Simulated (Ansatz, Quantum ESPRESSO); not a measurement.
## KBr: electronic dielectric constant by level of theory

**What was measured.** The electronic dielectric constant of KBr (Fm-3m) is reported as 2.36 (a printed reference work). The runs below try to reproduce it.

The structure is cubic, space group Fm-3m (No. 225). Conventional cell: a = 6.600 Å, b = 6.600 Å, c = 6.600 Å, α = 90.00°, β = 90.00°, γ = 90.00°. Br (site symmetry m-3m) is surrounded by 6 K at 3.30 Å. Around K (site symmetry m-3m) lie 6 Br at 3.30 Å.

| rung | level | program and potentials | cutoff (eV) | k mesh | task | spin | core time | chip | electronic dielectric constant | miss | notes |
| --- | --- | --- | --- | --- | --- | --- | --- | --- | --- | --- | --- |
| LDA | LDA | Ansatz, Ansatz PAW | 420 | 7 × 7 × 7 | Born charges and dielectric tensor | off | 3 s | AMD EPYC 9R45 Zen 5 | 2.63 | +11.4 % | potentials made for PBE, which Ansatz adapts in part |
| meta-GGA | r2SCAN | Ansatz, Ansatz PAW | 500 | 7 × 7 × 7 | Born charges and dielectric tensor | off | 26 s | Arm Neoverse V1 | 2.45 | +3.8 % | potentials made for PBE, which Ansatz adapts in part |
| LDA | LDA | Ansatz, Ansatz PAW | 420 | 5 × 5 × 5 | phonons | off | 45 s | AMD EPYC 9R45 Zen 5 | 2.63 | +11.4 % | potentials made for PBE, which Ansatz adapts in part |
| GGA | PBE | Ansatz, Ansatz PAW | 420 | 5 × 5 × 5 | phonons | off | 48 s | AMD EPYC 9R45 Zen 5 | 2.55 | +8.1 % | - |
| LDA | LDA | Quantum ESPRESSO, PseudoDojo 0.4.1 SR LDA standard | 980 | 4 × 4 × 4, shifted | phonon dispersion | off | 8.7 min | Intel Xeon Platinum 8488C Sapphire Rapids | 2.76 | +16.9 % | cell relaxed first (32.31 Å³/atom) |
| GGA | PBE | Quantum ESPRESSO, PseudoDojo 0.4.1 SR PBE standard | 1007 | 4 × 4 × 4, shifted | phonon dispersion | off | 11 min | Intel Xeon Platinum 8488C Sapphire Rapids | 2.50 | +5.9 % | cell relaxed first (37.64 Å³/atom) |
| GGA | PBE | Quantum ESPRESSO, PseudoDojo 0.4 FR PBE standard | 1007 | 6 × 6 × 6, shifted | dielectric tensor | SOC, no magnetisation | 23 min | Arm Neoverse V1 | 2.56 | +8.5 % | - |

Times are single runs on shared hosts and different chips, so they are rough; meshes, cutoffs and the tasks' sizes weigh on the time. The cell comes from a database and isn't always the measured one. Meshes differ between rows, which moves values too. All levels ran on this one cell, unrelaxed unless noted. Meshes are those of the run's cell of 2 atoms unless a note names another. Ansatz refines the mesh for the field response beyond the one shown. Misses use the values as printed. Runs on faulty files, with rough fits or with known faults for this quantity aren't shown.

By rung: LDA 2.63; LDA in relaxed cells 2.76; GGA 2.55 to 2.56; GGA in relaxed cells 2.50; meta-GGA 2.45. Measured: 2.36 (a printed reference work). Closest is r2SCAN (+3.8 %), and PBE misses by +5.9 % to +8.1 % on plain settings. The runs are for a static lattice, while measurements hold temperature and zero-point motion.
